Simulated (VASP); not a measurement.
Input:

```yaml
crystal:
  lattice:
    - [0.00000, 2.99624, 2.99624]
    - [2.99624, 0.00000, 2.99624]
    - [2.99624, 2.99624, 0.00000]
  atoms:
    - { symbol: Zn, position: [0.00000, 0.00000, 0.00000] }
    - { symbol: Te, position: [0.25000, 0.25000, 0.25000] }
```

Level of theory: HSEsol screened hybrid, VASP's PBE PAW potentials (set 64) (plane waves; VASP). Settings: 520 eV cut-off, 6×6×6 Γ-centred mesh, Gaussian smearing of 0.050 eV, potentials Zn Te.

Unless said otherwise, spin-orbit coupling is left out, though it shifts the bands of the heavy elements here.

**Question.** Predict the energy per atom (σ→0), pressure, band gap (on the k-mesh) with the smallest direct gap where there is one.

**Answer.** 
- band gap (on the k-mesh): 2.31 eV
- smallest direct gap (on the k-mesh): 2.31 eV
- energy per atom (σ→0): -334.6 kJ/mol of atoms
- pressure: 2.06 GPa

Only differences to runs with the same potentials and settings are physical.

The compound is ZnTe in the zinc blende structure. This cell is one point of a volume scan, at 0.91 of the reference volume. The cell's shape comes from a PBE relaxation.
